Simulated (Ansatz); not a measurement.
# CdF2: a line through a two-coordinate scan

Aim: follow the energy of CdF₂ (Fm-3m, No. 225; 3 atoms in the cell) along one coordinate, strain +e along z and -e/2 along x and y, with the other held at strain +e along x and -e along y = −2 %.

Computed with Ansatz 0.2.0 (DFT PBEsol, scalar-relativistic, plane waves, PAW, unless a step's input says otherwise).

1 further run of the same task is left out (set aside as unsound or not needed).

**1. The system as given**

The structure is cubic, space group Fm-3m (No. 225). Conventional cell: a = 5.384 Å, b = 5.384 Å, c = 5.384 Å, α = 90.00°, β = 90.00°, γ = 90.00°. Cd (site symmetry m-3m) has 8 F at 2.33 Å as nearest neighbours. F (site symmetry -43m) has 4 Cd at 2.33 Å as nearest neighbours.

Coordinates:

```cif
data_structure
_symmetry_space_group_name_H-M 'Fm-3m'
_symmetry_Int_Tables_number 225
_cell_length_a 5.3841
_cell_length_b 5.3841
_cell_length_c 5.3841
_cell_angle_alpha 90.000
_cell_angle_beta 90.000
_cell_angle_gamma 90.000
_cell_volume 156.08
loop_
_atom_site_label
_atom_site_type_symbol
_atom_site_symmetry_multiplicity
_atom_site_Wyckoff_symbol
_atom_site_fract_x
_atom_site_fract_y
_atom_site_fract_z
_atom_site_occupancy
Cd1 Cd 4 a 0.00000 0.00000 0.00000 1
F1 F 8 c 0.25000 0.75000 0.75000 1
```

This cell was relaxed beforehand with the same method: volume 13.01 Å³/atom, gap on the mesh 2.94 eV.

**2. The scan**

The energy is mapped over two homogeneous strains (x along [1 0 0], y along [0 1 0], z along [0 0 1] of the conventional cell).

- strain +e along x and -e along y: 9 values from −4 to 4 %
- strain +e along z and -e/2 along x and y: 9 values from −15.00 to 15.00 %

Nothing else is relaxed (symmetry fixes all fractional coordinates). Energies count from the relaxed crystal. Points are written as (first, second).

**3. The run at (−2 %, −15.00 %)**

The input, input.yaml:

```yaml
crystal:
  lattice:
    - [0.0, 2.9478198865, 2.2882620123]
    - [2.8401369683, 0.0, 2.2882620123]
    - [2.8401369683, 2.9478198865, 0.0]
  atoms:
    - { symbol: Cd, position: [0.0, 0.0, 0.0] }
    - { symbol: F, position: [0.25, 0.25, 0.25] }
    - { symbol: F, position: [0.75, 0.75, 0.75] }
basis:
  ecutwfc: 520.0
kpoints:
  mp_grid: { grid: [8, 8, 8] }
hamiltonian:
  xc: pbesol
scf:
  occupations: { method: gaussian, width: 0.05 }
output:
  forces: true
  stress: true
  eigenvalues: true
```

The run is started by

```bash
> ansatz run input.yaml --threads 1 --pin off --max-ram 2048MiB --backend cpu --events-out ev --progress --plain --runs-dir out
```

The session goes on with these runs: the other points of the line.

**Question.** What will these runs give? Wanted: for each run, strain +e along z and -e/2 along x and y; energy; slope; pressure.

**Answer**, as computed:

```
strain +e along z and -e/2 along x and y (%)  step  energy (meV/atom)  slope (meV/atom per %)  pressure (GPa)  band gap on the k-mesh (eV)
                                      −15.00     3                190                   −29.0            2.44                         1.48
                                      −11.25     4                101                   −19.1            1.12                         2.08
                                       −7.50     5                 44                   −11.5            0.41                         2.53
                                       −3.75     6                 13                    −5.3            0.09                         2.82
                                        0.00     7                3.6                     0.1            0.01                         2.90
                                        3.75     8                 13                     5.0            0.09                         2.82
                                        7.50     9                 41                     9.9            0.29                         2.62
                                       11.25    10                 88                    14.8            0.61                         2.32
                                       15.00    11                153                    20.1            1.06                         1.93
```

Energies count from the relaxed crystal. Slopes come from the forces (and the stress, where the cell changes), not from differences of energies.

**Reading.** Along the line the energy is lowest at 0.00 %, 3.6 meV/atom from the zero. A fit to energies and slopes at the lowest point and its two neighbours puts the minimum at −0.056 %, with a curvature of about 1.4 meV/atom per %². Divided by the reference volume, that is a stiffness of about 170 GPa for this pattern of strain. The highest point computed, at −15.00 %, lies 187 meV/atom above the lowest. This is one cut through a surface in two coordinates; the map's lowest point lies off it.

The gaps are Kohn-Sham values of a semilocal functional, not quasiparticle or optical gaps. Such gaps usually fall short of the measured ones.
